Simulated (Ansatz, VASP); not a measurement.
GdN: VASP beside Ansatz

The input POSCAR:

```
GdN
1.0
    0.0000000000      2.5092376690      2.5092376690
    2.5092376690      0.0000000000      2.5092376690
    2.5092376690      2.5092376690      0.0000000000
Gd N
1 1
Direct
    0.5000000000      0.5000000000      0.5000000000
    0.0000000000      0.0000000000      0.0000000000
```

INCAR.step1

```
SYSTEM = GdN
ALGO = Normal ; EDIFF = 1E-4
ENCUT = 520 ; GGA = PE
ISMEAR = 0 ; ISPIN = 2
LASPH = .TRUE. ; LCHARG = .FALSE.
LDAU = .TRUE. ; LDAUJ = 0 0
LDAUL = 3 -1 ; LDAUTYPE = 2
LDAUU = 4 0 ; LMAXMIX = 6
LREAL = .FALSE. ; LWAVE = .TRUE.
MAGMOM = 7.66 -0.18 ; NBANDS = 22
NELM = 150 ; PREC = Accurate
SIGMA = 0.05
```

INCAR.step2

```
SYSTEM = GdN
ALGO = Normal ; EDIFF = 1E-6
ENCUT = 520 ; ISIF = 2
ISMEAR = 0 ; ISPIN = 2
ISTART = 1 ; LASPH = .TRUE.
LCHARG = .TRUE. ; LDAU = .TRUE.
LDAUJ = 0 0 ; LDAUL = 3 -1
LDAUPRINT = 1 ; LDAUTYPE = 2
LDAUU = 4 0 ; LELF = .TRUE.
LMAXMIX = 6 ; LMIXTAU = .TRUE.
LORBIT = 11 ; LREAL = .FALSE.
LVHAR = .TRUE. ; LWAVE = .FALSE.
MAGMOM = 7.66 -0.18 ; METAGGA = R2SCAN
NBANDS = 22 ; NELM = 150
PREC = Accurate ; SIGMA = 0.05
```

File KPOINTS:

```
k-points
0
G
  8 8 8
  0 0 0
```

Input for Ansatz:

```yaml
crystal:
  lattice:
    - [0.0, 2.509237669, 2.509237669]
    - [2.509237669, 0.0, 2.509237669]
    - [2.509237669, 2.509237669, 0.0]
  atoms:
    - { symbol: Gd, position: [0.5, 0.5, 0.5], spin: 7.66 }
    - { symbol: "N", position: [0.0, 0.0, 0.0] }
basis:
  ecutwfc: 500
  ecutrho_ratio: 4
kpoints:
  mp_grid: { grid: [8, 8, 8] }
hamiltonian:
  xc: r2scan
  hubbard:
    sites:
      - { species: Gd, l: f, u_eff: 4.0, starting_ns: start.occupation_matrices }
    ns_hold: { iters: 6 }
scf:
  occupations: { method: gaussian, width: 0.05 }
  lower_state_search: "off"
output:
  forces: true
  stress: true
  eigenvalues: true
  populations: true
  hubbard: { sites: [{ species: Gd, l: f }] }
magnetization:
  spin_polarized: true
```

Alike in both runs: task single point; functional r2SCAN; k mesh 8 × 8 × 8; occupations gaussian, width 0.05 eV; collinear spin; Hubbard terms Gd f U = 4.0 eV.

|  | VASP | Ansatz |
| --- | --- | --- |
| version | VASP 6.6.1 | Ansatz 0.2.0 |
| potentials or method | VASP PAW PBE potentials, release 64 (Gd, N) | scalar-relativistic, plane waves, PAW |
| plane-wave cutoff (eV) | 520 | 500 |
| valence electrons in the cell | 23 | 23 |

```csv
,VASP,Ansatz,Ansatz less VASP
gap on the k mesh at the Fermi level (eV),none,none,-
pressure (GPa),-2.9,-3.0,-0.12
net moment per atom (μB),3.50,3.50,0.000
size of the moment on the site where the two differ most (μB),6.83,6.97,+0.142
```

Site moments also hang on the region over which each program counts them. The programs project onto different local orbitals, so the same U acts differently. A gap of «none» marks a metal or a gap that the smearing closes. Ansatz warned: «filled_band_counts_differ_across_k_points».

Caveats: the PAW data sets were made with another functional, which shifts forces and pressure a little (VASP); spin-orbit coupling is left out, which moves the levels of the heavy elements; a cell with one magnetic atom can't hold antiferromagnetic order, which such compounds often take. The state reached can hang on the start; a lower one may exist.
